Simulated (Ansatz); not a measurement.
# AgI: the cell at several levels of theory

An exercise on one series of results from a longer session: the logs are not shown, and one member is left open.

The COD entry's cell or inner coordinates are ideal or old and differ from later refinements, so a difference from it is no clean test against experiment.

Code: Ansatz 0.2.0. PAW datasets, plane waves, zero pressure. Spin-unpolarised throughout; all numbers are computed.

## The cell

The symmetry is F-43m (No. 216, cubic); conventional cell a = 6.473 Å, 33.90 Å³ an atom. Around Ag lie 4 I at 2.80 Å; around I lie 4 Ag at 2.80 Å.

Coordinates:

```cif
data_structure
_symmetry_space_group_name_H-M 'F-43m'
_symmetry_Int_Tables_number 216
_cell_length_a 6.4730
_cell_length_b 6.4730
_cell_length_c 6.4730
_cell_angle_alpha 90.000
_cell_angle_beta 90.000
_cell_angle_gamma 90.000
_cell_volume 271.22
loop_
_atom_site_label
_atom_site_type_symbol
_atom_site_symmetry_multiplicity
_atom_site_Wyckoff_symbol
_atom_site_fract_x
_atom_site_fract_y
_atom_site_fract_z
_atom_site_occupancy
Ag1 Ag 4 a 0.00000 0.00000 0.00000 1
I1 I 4 d 0.25000 0.25000 0.75000 1
```

The first run:

The input, input.yaml:

```yaml
crystal:
  lattice:
    - [0.0, 3.2365, 3.2365]
    - [3.2365, 0.0, 3.2365]
    - [3.2365, 3.2365, 0.0]
  atoms:
    - { symbol: Ag, position: [0.0, 0.0, 0.0] }
    - { symbol: I, position: [0.25, 0.25, 0.25] }
kpoints:
  mp_grid: { grid: [6, 6, 6] }
hamiltonian:
  xc: pbe
scf:
  occupations: { method: fermi_dirac, width: 0.02 }
relax:
  f_tol: 0.005
  cell: {}
output:
  write_density: true
  write_potential: true
  elf: true
  volumetric_format: npy
```

The run is started by

```bash
$ ansatz run input.yaml --threads 2 --pin off --max-ram 2211MiB --backend cpu --events-out ev --progress --plain --runs-dir out
```

Steps of the session up to this table: PBE: cell and atoms; r2SCAN: cell and atoms; PBEsol: cell and atoms; Relaxation with LDA; Relaxation with HSE06.

One table of the session follows, with a row left open; its other results are not shown here.

```
 level  a (Å)  volume (Å³/atom)
   PBE  6.632            36.458
r2SCAN  6.577            35.567
PBEsol      ?                 ?
   LDA  6.349            31.993
 HSE06  6.625            36.348
```

**Question.** Estimate the row for PBEsol.

The run gave: a (Å): 6.449; volume (Å³/atom): 33.534. In the column «a (Å)» it lies between LDA (6.349) and r2SCAN (6.577).

In words: From the start to the first minimum the volume moved by +7.5 %. The volume runs from LDA (least) to PBE (most), a spread of 14.0 %, or 4.5 % in length if all axes shared it alike. The meshes differ: PBE 6×6×6, r2SCAN 6×6×6, PBEsol 6×6×6, LDA 6×6×6, HSE06 4×4×4.
